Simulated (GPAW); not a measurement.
The system is Sn.

```
Sn
1.0
    -1.89465    1.89465    1.89465
     1.89465   -1.89465    1.89465
     1.89465    1.89465   -1.89465
Sn
1
Direct
  0.00000 0.00000 0.00000
```

This isn't the form of Sn at room conditions, which is tetragonal (white tin).

* Program: GPAW 26.7.0
* Task: relaxation of cell and atoms
* Functional: PBE
* Dispersion: D3(BJ)
* Potentials or basis: GPAW PAW data sets (gpaw-data 1.2.1)
* Cutoff: 600 eV
* Basis: pw
* k mesh: 10 × 10 × 10
* Occupations: fermi-dirac, width 0.05 eV
* Spin: no spin polarisation

At the start: pressure -1.9 GPa; volume 27.20 Å³/atom.

Problem. How do energy, volume and symmetry change on relaxing?

Solution. Over 3 steps the energy falls by 6.8 meV/atom and the volume is 26.07 Å³/atom (-4.2 %); space group Im-3m (No. 229, to 0.05 Å).

The path:
```tsv
step	energy change (eV)	largest force (eV/Å)	pressure (GPa)	volume (Å³)
1	0.0000	0.0000	-1.87	27.20
2	-0.0037	0.0000	-1.29	26.84
3	-0.0068	0.0000	0.10	26.07
```

Final structure:
```
CELL_PARAMETERS angstrom
-1.86787 1.86787 1.86787
1.86787 -1.86787 1.86787
1.86787 1.86787 -1.86787
ATOMIC_POSITIONS crystal
Sn 0.00000 0.00000 0.00000
```

Caveat: later steps reuse the first step's grids; pairwise dispersion overbinds metals, which lowers pressure and volume.
